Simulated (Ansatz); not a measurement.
Ba: relaxation step by step

Recipe of this trial structure of Ba: random cell by space group and Wyckoff sites (Cmmm, No. 65). Lengths were set from tabulated atomic sizes, so they are only a guess.

```yaml
crystal:
  lattice:
    - [2.62740, -3.08748, 0.00000]
    - [2.62740, 3.08748, 0.00000]
    - [0.00000, 0.00000, 4.61453]
  atoms:
    - { symbol: Ba, position: [0.50000, 0.50000, 0.50000] }
```

These are results of DFT PBE, scalar-relativistic, plane waves, PAW (Ansatz), not measurements. Cutoff 420 eV, Gaussian smearing, Γ-centred meshes. Cell and atoms relax first on a coarse mesh and then on a finer one. In between, the cell is made exact in the group found at 0.06 Å. In metals the finer mesh still leaves noise of several meV/atom or more. The steps can't lower the symmetry of their start. No spin polarisation.

Steps on the 4×4×4 mesh (1 atom, 9 steps). The free energy counts from the last step; the plane-wave basis is renewed at times, which shifts energy and pressure.

```
step  ΔF (meV/atom)  V (Å³/atom)  P (GPa)
   1          199.4        74.87    -0.73
   2          167.4        72.50    -0.65
   3          116.5        68.15    -0.44
   4           65.3        63.80    -0.24
   5           34.2        59.58     0.44
   6           20.7        59.19     0.55
   7            3.2        60.78     0.30
   8            1.0        62.32     0.07
   9            0.0        62.32     0.10
```

The relaxed structure, after a last relaxation on the converged mesh:

```
Ba
1.0
     4.26953    0.00000    0.00000
    -2.13477    3.69752    0.00000
     0.00000    0.00000    3.94611
Ba
1
Direct
  0.00000 0.00000 0.50000
```

The symmetry goes from Cmmm (No. 65) to P6/mmm (No. 191). The end has the simple hexagonal type. The volume per atom shrinks by 16.8 %, from 74.9 to 62.3 Å³. The shortest distance goes from 4.05 Å (Ba–Ba) to 3.95 Å (Ba–Ba). The energy falls by about 0.24 eV/atom (the start's value is from the coarse mesh). The end is written in a standard setting, so origin, axes and order of atoms can differ from the start's. Ba has 2 Ba at 3.95 Å and 6 Ba at 4.27 Å.

| Property | Result |
| --- | --- |
| Volume per atom | 62.30 Å³ |
| Density | 3.66 g/cm³ |
| Energy over the standard state | +0.17 eV/atom |
| Gap on the 18×18×14 mesh of the 1-atom cell | 0 eV (a metal) |

Energies count from the standard state of Ba at the same level.

The last run used Gaussian smearing of 0.10 eV. Symmetry constrained the relaxation, so the result can be a saddle point. In all, the 4 runs took 59 s on 1 thread of Arm Neoverse V2, on a shared host.
